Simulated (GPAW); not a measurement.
# PtSe2 (Sudovikovite) (P-3m1) in GPAW: notebook

The runs below take PtSe2 (Sudovikovite) through relaxation of cell and atoms, single point, with mBEEF, PBE, RPBE+D3.

Everything below comes from runs of GPAW 26.7.0. Logs are shortened: lines on timing, memory, paths and dates and some standing lists are left out, and cuts for length are marked. The log counts tension as positive stress, the text compression.

### Step 1. The crystal as given

Symmetry: P-3m1, No. 164, trigonal system. The conventional cell has a = 3.724 Å, b = 3.724 Å, c = 5.062 Å, α = 90.00°, β = 90.00°, γ = 120.00°. Pt (site symmetry -3m) is surrounded by 6 Se at 2.49 Å. Se (site symmetry 3m) is surrounded by 3 Pt at 2.49 Å.

### Step 2. Relaxation of cell and atoms, mBEEF

Contents of run.py:

```python
from ase.filters import FrechetCellFilter
from ase.io import read, write
from ase.optimize import BFGS
from gpaw import GPAW, PW

atoms = read('PtSe2.xyz')

calc = GPAW(mode=PW(600),
            xc='mBEEF',
            kpts={'size': (6, 6, 4), 'gamma': True},
            occupations={'name': 'fermi-dirac', 'width': 0.05},
            nbands=26,
            convergence={'density': 1e-06, 'energy': 1e-06, 'eigenstates': 1e-10},
            maxiter=150,
            txt='gpaw.txt')
atoms.calc = calc
opt = BFGS(FrechetCellFilter(atoms), trajectory='relax.traj', logfile='-')
done = opt.run(fmax=0.02, steps=60)
calc.write('gs.gpw')
write('result.traj', atoms)
print('Converged:', done)
print('Cell:', atoms.cell.cellpar().round(4))
print('Volume:', round(atoms.get_volume(), 4))
print(atoms.get_scaled_positions().round(5))
```

Contents of PtSe2.xyz:

```xyz
3
Lattice="3.7240000000 0.0000000000 0.0000000000 -1.8620000000 3.2250786037 0.0000000000 0.0000000000 0.0000000000 5.0620000000" Properties=species:S:1:pos:R:3 pbc="T T T"
Pt     0.0000000000      0.0000000000      0.0000000000
Se     1.8620000002      1.0750262011      3.7965000000
Se    -0.0000000002      2.1500524026      1.2655000000
```

Potentials or basis: GPAW PAW data sets (gpaw-data 1.2.1), pw.

Launch:

```bash
$ OMP_NUM_THREADS=1 python run.py
```

gpaw.txt:

```text
__  _  _
 | _ |_)|_||  |
 |__||  | ||/\| - 26.7.0

Input parameters:
  mode=PW(ecut=600.0),
  convergence={'density': 1e-06, 'energy': 1e-06, 'eigenstates': 1e-10},
  kpts=MonkhorstPack(size=(6, 6, 4), gamma=True),
  maxiter=150,
  nbands=26,
  occupations=Occupations(name='fermi-dirac', width=0.05),
  xc=XC(name='mBEEF')

Diagonalizing LCAO Hamiltonian
Converting LCAO to pw mode

            Se

        Se

       Pt

Atoms  # Å, Bohr magnetons
|   | symbol |         x |        y |        z |    initial magnetic moments |
|---|--------|-----------|----------|----------|-----------------------------|
| 0 |     Pt |  0.000000 | 0.000000 | 0.000000 | ( 0.0000,  0.0000,  0.0000) |
| 1 |     Se |  1.862000 | 1.075026 | 3.796500 | ( 0.0000,  0.0000,  0.0000) |
| 2 |     Se | -0.000000 | 2.150052 | 1.265500 | ( 0.0000,  0.0000,  0.0000) |

Unit cell  # Å
| periodic |         x |        y |        z |  lengths |     angles |
|----------|-----------|----------|----------|----------|------------|
|      yes |  3.724000 | 0.000000 | 0.000000 | 3.724000 |  90.000000 |
|      yes | -1.862000 | 3.225079 | 0.000000 | 3.724000 |  90.000000 |
|      yes |  0.000000 | 0.000000 | 5.062000 | 5.062000 | 120.000000 |

Number of symmetries: 12
Symmetry operations  # r_c * U_cc + t_c -> r_c
|    | kind |            matrix            |
|----|------|------------------------------|
|  0 |  σ   |  1, 1, 0,  0,-1, 0,  0, 0, 1 |
|  1 |  S6  |  1, 1, 0, -1, 0, 0,  0, 0,-1 |
|  2 |  E   |  1, 0, 0,  0, 1, 0,  0, 0, 1 |
|  3 |  C2  |  1, 0, 0, -1,-1, 0,  0, 0,-1 |
|  4 |  C2  |  0, 1, 0,  1, 0, 0,  0, 0,-1 |
|  5 |  C3  |  0, 1, 0, -1,-1, 0,  0, 0, 1 |
|  6 |  S6  |  0,-1, 0,  1, 1, 0,  0, 0,-1 |
|  7 |  σ   |  0,-1, 0, -1, 0, 0,  0, 0, 1 |
|  8 |  σ   | -1, 0, 0,  1, 1, 0,  0, 0, 1 |
|  9 |  i   | -1, 0, 0,  0,-1, 0,  0, 0,-1 |
| 10 |  C3  | -1,-1, 0,  1, 0, 0,  0, 0, 1 |
| 11 |  C2  | -1,-1, 0,  0, 1, 0,  0, 0,-1 |
[... 175 lines left out ...]
|          6 |         1.188 |     2.000 |
|          7 |         1.190 |     2.000 |
|          8 |         3.545 |     2.000 |
|          9 |         3.598 |     2.000 |
|         10 |         5.032 |     2.000 |
[... 8 lines left out ...]
|         19 |        15.489 |     0.000 |
|         20 |        20.402 |     0.000 |
|        ... |               |           |
|         25 |        21.112 |     0.000 |

No gap
No difference between direct/indirect transitions

Stress tensor  # eV/Ang^3
|         x |         y |         z |
|-----------|-----------|-----------|
| -0.008534 | -0.000000 |  0.000000 |
| -0.000000 | -0.008534 |  0.000000 |
|  0.000000 |  0.000000 | -0.016585 |

Forces  # eV/Ang
|       x |        y |        z |
|---------|----------|----------|
| 0.00000 |  0.00000 |  0.00000 |  # Pt   0
| 0.00000 |  0.00000 |  0.24931 |  # Se   1
| 0.00000 | -0.00000 | -0.24931 |  # Se   2

Interpolating wave functions to new cell

            Se

        Se

       Pt

Atoms  # Å, Bohr magnetons
|   | symbol |         x |        y |         z |    initial magnetic moments |
|---|--------|-----------|----------|-----------|-----------------------------|
| 0 |     Pt |  0.000000 | 0.000000 | -0.000000 | ( 0.0000,  0.0000,  0.0000) |
| 1 |     Se |  1.863534 | 1.075912 |  3.806148 | ( 0.0000,  0.0000,  0.0000) |
| 2 |     Se | -0.000000 | 2.151824 |  1.263960 | ( 0.0000,  0.0000,  0.0000) |

Unit cell  # Å
| periodic |         x |         y |         z |  lengths |     angles |
|----------|-----------|-----------|-----------|----------|------------|
|      yes |  3.727068 |  0.000000 | -0.000000 | 3.727068 |  90.000000 |
|      yes | -1.863534 |  3.227736 | -0.000000 | 3.727068 |  90.000000 |
|      yes | -0.000000 | -0.000000 |  5.070108 | 5.070108 | 120.000000 |
[... 193 lines left out ...]
|          6 |         1.148 |     2.000 |
|          7 |         1.150 |     2.000 |
|          8 |         3.506 |     2.000 |
|          9 |         3.558 |     2.000 |
|         10 |         4.998 |     2.000 |
[... 8 lines left out ...]
|         19 |        15.438 |     0.000 |
|         20 |        20.330 |     0.000 |
|        ... |               |           |
|         25 |        21.060 |     0.000 |

No gap
No difference between direct/indirect transitions

Stress tensor  # eV/Ang^3
|         x |         y |         z |
|-----------|-----------|-----------|
| -0.007029 | -0.000000 |  0.000000 |
|  0.000000 | -0.007029 |  0.000000 |
|  0.000000 |  0.000000 | -0.016174 |

Forces  # eV/Ang
|        x |        y |        z |
|----------|----------|----------|
|  0.00000 |  0.00000 |  0.00000 |  # Pt   0
|  0.00000 | -0.00000 |  0.24349 |  # Se   1
| -0.00000 |  0.00000 | -0.24349 |  # Se   2
[... 5 lines left out ...]
        Se

       Pt

Atoms  # Å, Bohr magnetons
|   | symbol |         x |         y |        z |    initial magnetic moments |
|---|--------|-----------|-----------|----------|-----------------------------|
| 0 |     Pt |  0.000000 | -0.000000 | 0.000000 | ( 0.0000,  0.0000,  0.0000) |
| 1 |     Se |  1.890050 |  1.091221 | 4.004246 | ( 0.0000,  0.0000,  0.0000) |
| 2 |     Se | -0.000000 |  2.182442 | 1.231311 | ( 0.0000,  0.0000,  0.0000) |

Unit cell  # Å
| periodic |         x |         y |         z |  lengths |     angles |
|----------|-----------|-----------|-----------|----------|------------|
|      yes |  3.780100 |  0.000000 | -0.000000 | 3.780100 |  90.000000 |
|      yes | -1.890050 |  3.273663 |  0.000000 | 3.780100 |  90.000000 |
|      yes | -0.000000 | -0.000000 |  5.235557 | 5.235557 | 120.000000 |
[... 234 lines left out ...]
        Se

       Pt

Atoms  # Å, Bohr magnetons
|   | symbol |         x |         y |        z |    initial magnetic moments |
|---|--------|-----------|-----------|----------|-----------------------------|
| 0 |     Pt |  0.000000 | -0.000000 | 0.000000 | ( 0.0000,  0.0000,  0.0000) |
| 1 |     Se |  1.893994 |  1.093498 | 4.066918 | ( 0.0000,  0.0000,  0.0000) |
| 2 |     Se | -0.000000 |  2.186996 | 1.222360 | ( 0.0000,  0.0000,  0.0000) |

Unit cell  # Å
| periodic |         x |         y |         z |  lengths |     angles |
|----------|-----------|-----------|-----------|----------|------------|
|      yes |  3.787987 |  0.000000 | -0.000000 | 3.787987 |  90.000000 |
|      yes | -1.893994 |  3.280493 | -0.000000 | 3.787987 |  90.000000 |
|      yes | -0.000000 | -0.000000 |  5.289277 | 5.289277 | 120.000000 |
[... 236 lines left out ...]
        Se

       Pt

Atoms  # Å, Bohr magnetons
|   | symbol |         x |         y |        z |    initial magnetic moments |
|---|--------|-----------|-----------|----------|-----------------------------|
| 0 |     Pt |  0.000000 | -0.000000 | 0.000000 | ( 0.0000,  0.0000,  0.0000) |
| 1 |     Se |  1.897428 |  1.095480 | 4.236117 | ( 0.0000,  0.0000,  0.0000) |
| 2 |     Se | -0.000000 |  2.190961 | 1.203468 | ( 0.0000,  0.0000,  0.0000) |

Unit cell  # Å
| periodic |         x |         y |         z |  lengths |     angles |
|----------|-----------|-----------|-----------|----------|------------|
|      yes |  3.794856 | -0.000000 | -0.000000 | 3.794856 |  90.000000 |
|      yes | -1.897428 |  3.286441 | -0.000000 | 3.794856 |  90.000000 |
|      yes |  0.000000 | -0.000000 |  5.439585 | 5.439585 | 120.000000 |
[... 209 lines left out ...]
Gap: 0.582 eV
Transition (v -> c):
  (s=0, k=0, n=13, [0.00, 0.00, 0.00]) -> (s=0, k=10, n=14, [0.33, 0.00, -0.25])
Direct/indirect transitions are different
Direct gap: 1.299 eV
Transition at: (s=0, k=10, n=13, [0.33, 0.00, -0.25])

Stress tensor  # eV/Ang^3
|        x |        y |         z |
|----------|----------|-----------|
| 0.015894 | 0.000000 |  0.000000 |
| 0.000000 | 0.015894 |  0.000000 |
| 0.000000 | 0.000000 | -0.018256 |

Forces  # eV/Ang
|        x |       y |        z |
|----------|---------|----------|
| -0.00000 | 0.00000 |  0.00000 |  # Pt   0
|  0.00000 | 0.00000 | -0.20671 |  # Se   1
| -0.00000 | 0.00000 |  0.20671 |  # Se   2

Interpolating wave functions to new cell

            Se

        Se

       Pt
[... 230 lines left out ...]
Stress tensor  # eV/Ang^3
|         x |         y |         z |
|-----------|-----------|-----------|
|  0.010300 | -0.000000 |  0.000000 |
| -0.000000 |  0.010300 | -0.000000 |
|  0.000000 | -0.000000 | -0.021276 |

Forces  # eV/Ang
|        x |       y |        z |
|----------|---------|----------|
| -0.00000 | 0.00000 |  0.00000 |  # Pt   0
| -0.00000 | 0.00000 | -0.36760 |  # Se   1
|  0.00000 | 0.00000 |  0.36760 |  # Se   2

Interpolating wave functions to new cell

            Se

        Se

       Pt
[... 993 lines left out ...]
Stress tensor  # eV/Ang^3
|         x |         y |         z |
|-----------|-----------|-----------|
| -0.005874 |  0.000000 |  0.000000 |
|  0.000000 | -0.005874 |  0.000000 |
|  0.000000 |  0.000000 | -0.002800 |

Forces  # eV/Ang
|       x |        y |        z |
|---------|----------|----------|
| 0.00000 |  0.00000 |  0.00000 |  # Pt   0
| 0.00000 |  0.00000 | -0.03497 |  # Se   1
| 0.00000 | -0.00000 |  0.03497 |  # Se   2

Interpolating wave functions to new cell

            Se

        Se

       Pt
[... 224 lines left out ...]
Gap: 1.545 eV
Transition (v -> c):
  (s=0, k=4, n=13, [0.17, 0.00, 0.00]) -> (s=0, k=10, n=14, [0.33, 0.00, -0.25])
Direct/indirect transitions are different
Direct gap: 1.799 eV
Transition at: (s=0, k=4, n=13, [0.17, 0.00, 0.00])

Stress tensor  # eV/Ang^3
|         x |         y |        z |
|-----------|-----------|----------|
| -0.000113 | -0.000000 | 0.000000 |
|  0.000000 | -0.000113 | 0.000000 |
|  0.000000 |  0.000000 | 0.000106 |

Forces  # eV/Ang
|        x |       y |        z |
|----------|---------|----------|
|  0.00000 | 0.00000 |  0.00000 |  # Pt   0
|  0.00000 | 0.00000 |  0.01606 |  # Se   1
| -0.00000 | 0.00000 | -0.01606 |  # Se   2

Interpolating wave functions to new cell

            Se

        Se

       Pt
[... 225 lines left out ...]
Gap: 1.558 eV
Transition (v -> c):
  (s=0, k=4, n=13, [0.17, 0.00, 0.00]) -> (s=0, k=10, n=14, [0.33, 0.00, -0.25])
Direct/indirect transitions are different
Direct gap: 1.803 eV
Transition at: (s=0, k=4, n=13, [0.17, 0.00, 0.00])

Stress tensor  # eV/Ang^3
|        x |         y |        z |
|----------|-----------|----------|
| 0.000193 |  0.000000 | 0.000000 |
| 0.000000 |  0.000193 | 0.000000 |
| 0.000000 | -0.000000 | 0.000093 |

Forces  # eV/Ang
|        x |        y |        z |
|----------|----------|----------|
| -0.00000 |  0.00000 |  0.00000 |  # Pt   0
| -0.00000 |  0.00000 |  0.00638 |  # Se   1
|  0.00000 | -0.00000 | -0.00638 |  # Se   2

# Writing to gs.gpw (mode='')
```

Wall time 14 min (1 thread of AMD EPYC 9R14 (Zen 4), shared host); peak memory 1.5 GiB.

What came out:

```
Free energy                            : -457.9559 eV
Relaxed volume                         : 25.40 Å³/atom
Relaxed cell                           : a = 3.696 Å, b = 3.696 Å, c = 6.443 Å, α = 90.00°, β = 90.00°, γ = 120.00°
Space group after relaxing (to 0.05 Å) : P-3m1 (No. 164)
Energy gained by relaxing              : 62.7 meV/atom
Ionic steps                            : 12
Pressure after relaxing                : 0.0 GPa
Largest force after relaxing           : 0.006 eV/Å
Band gap on the k mesh                 : 1.56 eV, indirect (least direct gap 1.80 eV)
```

Forces in eV/Å, atoms in the order of the input:
```
Pt   0.000  0.000  0.000
Se   0.000  0.000  0.006
Se   0.000  0.000 -0.006
```

Step by step:
| step | energy change (eV) | largest force (eV/Å) | pressure (GPa) | volume (Å³) |
| --- | --- | --- | --- | --- |
| 1 | 0.0000 | 0.2493 | 1.80 | 60.80 |
| 2 | -0.0043 | 0.2435 | 1.61 | 60.99 |
| 3 | -0.0511 | 0.0894 | -0.89 | 64.79 |
| 4 | -0.0587 | 0.0156 | -1.04 | 65.73 |
| 5 | -0.0764 | 0.2067 | -0.72 | 67.84 |
| 6 | -0.0937 | 0.3676 | 0.04 | 69.17 |
| 7 | -0.1295 | 0.5746 | 1.76 | 71.24 |
| 8 | -0.1614 | 0.4774 | 2.40 | 72.27 |
| 9 | -0.1806 | 0.1373 | 1.54 | 73.23 |
| 10 | -0.1852 | 0.0350 | 0.78 | 74.24 |
| 11 | -0.1879 | 0.0161 | 0.01 | 75.80 |
| 12 | -0.1881 | 0.0064 | -0.03 | 76.21 |

Final structure:
```
CELL_PARAMETERS angstrom
3.69573 0.00000 0.00000
-1.84786 3.20059 0.00000
0.00000 0.00000 6.44299
ATOMIC_POSITIONS crystal
Pt 0.00000 0.00000 0.00000
Se 0.66667 0.33333 0.80102
Se 0.33333 0.66667 0.19898
```

Levels at points of the mesh, in eV from the valence-band top:
```csv
k point,band 10,band 11,band 12,band 13,band 14,band 15,band 16,band 17,band 18,band 19
"(0.00, 0.00, 0.00)",-3.35,-1.75,-0.22,-0.22,-0.20,3.03,3.03,5.03,5.71,8.58
"(0.00, 0.00, 0.50)",-3.36,-1.42,-1.29,-0.25,-0.25,3.10,3.10,5.74,6.65,8.16
"(0.50, 0.50, 0.00)",-2.86,-2.75,-2.35,-2.22,-1.95,2.31,2.89,5.20,6.68,8.66
"(0.50, 0.50, 0.50)",-2.86,-2.78,-2.44,-2.17,-1.49,2.54,2.74,4.95,6.34,7.93
```

Caveat: later steps reuse the first step's grids; the volume moved by over 15 % at a fixed basis, so the end points are rough; the PAW data sets were made with another functional, which shifts forces and pressure a little; spin-orbit coupling is left out, which moves the levels of the heavy elements; the volume moved by +25 % from the deposited cell, more than functionals usually miss. A k mesh can miss the band edges.

### Step 3. Single point, PBE

Contents of run.py:

```python
from ase.dft.bandgap import bandgap
from ase.io import read, write
from ase.units import GPa
from gpaw import GPAW, PW

atoms = read('PtSe2.cif')

calc = GPAW(mode=PW(400),
            xc='PBE',
            kpts={'size': (6, 6, 4), 'gamma': True},
            occupations={'name': 'fermi-dirac', 'width': 0.05},
            nbands=26,
            convergence={'density': 1e-05, 'energy': 1e-05},
            maxiter=60,
            txt='gpaw.txt')
atoms.calc = calc
energy = atoms.get_potential_energy()
forces = atoms.get_forces()
stress = atoms.get_stress()
calc.write('gs.gpw')
write('result.traj', atoms)
print(f'Energy: {energy:.6f} eV')
print('Forces (eV/A):')
print(forces.round(4))
print('Stress (GPa):', (stress / GPa).round(3))
print('Fermi level:', round(calc.get_fermi_level(), 4), 'eV')
print(f'Gap: {bandgap(calc)[0]:.4f} eV, direct: {bandgap(calc, direct=True)[0]:.4f} eV')
```

Contents of PtSe2.cif:

```cif
data_PtSe2
_cell_length_a 3.72400000
_cell_length_b 3.72400000
_cell_length_c 5.06200000
_cell_angle_alpha 90.00000000
_cell_angle_beta 90.00000000
_cell_angle_gamma 120.00000000
_space_group_name_H-M_alt 'P-3m1'
_space_group_name_Hall '-P 3 2"'
_space_group_IT_number 164
loop_
_space_group_symop_operation_xyz
'x,y,z'
'-x,-y,-z'
'-y,x-y,z'
'y,-x+y,-z'
'-x+y,-x,z'
'x-y,x,-z'
'y,x,-z'
'-y,-x,z'
'x-y,-y,-z'
'-x+y,y,z'
'-x,-x+y,-z'
'x,x-y,z'
loop_
_atom_site_label
_atom_site_type_symbol
_atom_site_symmetry_multiplicity
_atom_site_Wyckoff_symbol
_atom_site_fract_x
_atom_site_fract_y
_atom_site_fract_z
_atom_site_occupancy
Pt1 Pt 1 a 0.0000000000 0.0000000000 0.0000000000 1
Se1 Se 2 d 0.6666666667 0.3333333333 0.7500000000 1
```

Potentials or basis: GPAW PAW data sets (gpaw-data 1.2.1), pw.

Launch:

```bash
$ OMP_NUM_THREADS=1 python run.py
```

It took 9.3 s on 1 thread of AMD EPYC 9R14 (Zen 4), shared host; peak memory 0.15 GiB.

The run converged, but some of its settings lie outside the range that counts as converged, so its numbers aren't taken as properties of the crystal.

What came out:

```yaml
Free_energy: -14.4198 eV
Pressure: 6.6 GPa
Largest_force: 0.612 eV/Å
Band_gap_on_the_k_mesh: none (metal or under the smearing width)
```

Caveat: the cutoff is short for stress and forces, so pressures can be off by a GPa or more.

### Step 4. Relaxation of cell and atoms, RPBE+D3

Contents of run.py:

```python
from ase.calculators.mixing import SumCalculator
from ase.filters import FrechetCellFilter
from ase.io import read, write
from ase.optimize import BFGS
from dftd3.ase import DFTD3
from gpaw import GPAW, PW

atoms = read('PtSe2.xyz')

calc = GPAW(mode=PW(600),
            xc='RPBE',
            kpts={'size': (6, 6, 4), 'gamma': True},
            occupations={'name': 'fermi-dirac', 'width': 0.05},
            nbands=26,
            convergence={'density': 1e-05, 'energy': 1e-05},
            maxiter=150,
            txt='gpaw.txt')
atoms.calc = SumCalculator([calc, DFTD3(method='rpbe', damping='d3zero')])
opt = BFGS(FrechetCellFilter(atoms), trajectory='relax.traj', logfile='-')
done = opt.run(fmax=0.02, steps=40)
calc.write('gs.gpw')
write('result.traj', atoms)
print('Converged:', done)
print('Cell:', atoms.cell.cellpar().round(4))
print('Volume:', round(atoms.get_volume(), 4))
print(atoms.get_scaled_positions().round(5))
```

PtSe2.xyz is that of step 2.

Potentials or basis: the program's PAW data sets (release 1.2.1) made for this functional, pw.

Launch:

```bash
$ OMP_NUM_THREADS=1 python run.py
```

Wall time 2.7 min (1 thread of AMD EPYC 9R14 (Zen 4), shared host); peak memory 0.34 GiB.

It converged, with:

* Free energy: -14.8850 eV
* Relaxed volume: 19.99 Å³/atom
* Relaxed cell: a = 3.780 Å, b = 3.780 Å, c = 4.848 Å, α = 90.00°, β = 90.00°, γ = 120.00°
* Space group after relaxing (to 0.05 Å): P-3m1 (No. 164)
* Energy gained by relaxing: 26.9 meV/atom
* Ionic steps: 14
* Pressure after relaxing: 0.1 GPa
* Largest force after relaxing: 0.012 eV/Å
* Band gap on the k mesh: none (metal or under the smearing width)
* Dispersion energy per atom: -0.609 eV

Forces on the atoms (eV/Å):
```
Pt   0.000  0.000  0.000
Se   0.000  0.000 -0.012
Se   0.000  0.000  0.012
```

The path:
```csv
step,energy change (eV),largest force (eV/Å),pressure (GPa),volume (Å³)
1,0.0000,0.8536,5.73,60.80
2,-0.0358,0.5774,3.49,61.43
3,-0.0635,0.1069,-0.20,62.55
4,-0.0641,0.0669,-0.47,62.59
5,-0.0651,0.0161,-0.75,62.54
6,-0.0673,0.0619,-1.03,62.24
7,-0.0707,0.1455,-1.01,61.52
8,-0.0733,0.1562,-0.51,60.80
9,-0.0753,0.0887,0.22,60.30
10,-0.0764,0.0231,0.59,60.17
11,-0.0776,0.0276,0.77,60.05
12,-0.0795,0.0657,0.71,59.90
13,-0.0804,0.0443,0.34,59.90
14,-0.0806,0.0124,0.06,59.97
```

Final structure:
```cif
data_structure
_symmetry_space_group_name_H-M 'P 1'
_symmetry_Int_Tables_number 1
_cell_length_a 3.7795
_cell_length_b 3.7795
_cell_length_c 4.8476
_cell_angle_alpha 90.000
_cell_angle_beta 90.000
_cell_angle_gamma 120.000
_cell_volume 59.97
loop_
_atom_site_label
_atom_site_type_symbol
_atom_site_fract_x
_atom_site_fract_y
_atom_site_fract_z
_atom_site_occupancy
Pt1 Pt 0.00000 0.00000 0.00000 1
Se1 Se 0.66667 0.33333 0.73178 1
Se2 Se 0.33333 0.66667 0.26822 1
```

Levels at points of the mesh, in eV from the Fermi level:
| k point | band 11 | band 12 | band 13 | band 14 | band 15 | band 16 | band 17 | band 18 |
| --- | --- | --- | --- | --- | --- | --- | --- | --- |
| (0.00, 0.00, 0.00) | -2.44 | -0.95 | -0.95 | 0.77 | 1.00 | 1.00 | 3.52 | 4.18 |
| (0.00, 0.00, 0.50) | -2.86 | -1.69 | -1.69 | -1.68 | 2.27 | 2.27 | 5.10 | 6.58 |
| (0.50, 0.50, 0.00) | -3.60 | -3.22 | -3.16 | -2.83 | 0.49 | 2.44 | 5.12 | 6.21 |
| (0.50, 0.50, 0.50) | -3.24 | -2.98 | -2.46 | -1.07 | 0.56 | 1.47 | 4.95 | 5.04 |

Caveat: later steps reuse the first step's grids; pairwise dispersion overbinds metals, which lowers pressure and volume. The run has no spin-orbit coupling, so splittings on Pt are missing.

[end of part 1 of 2]
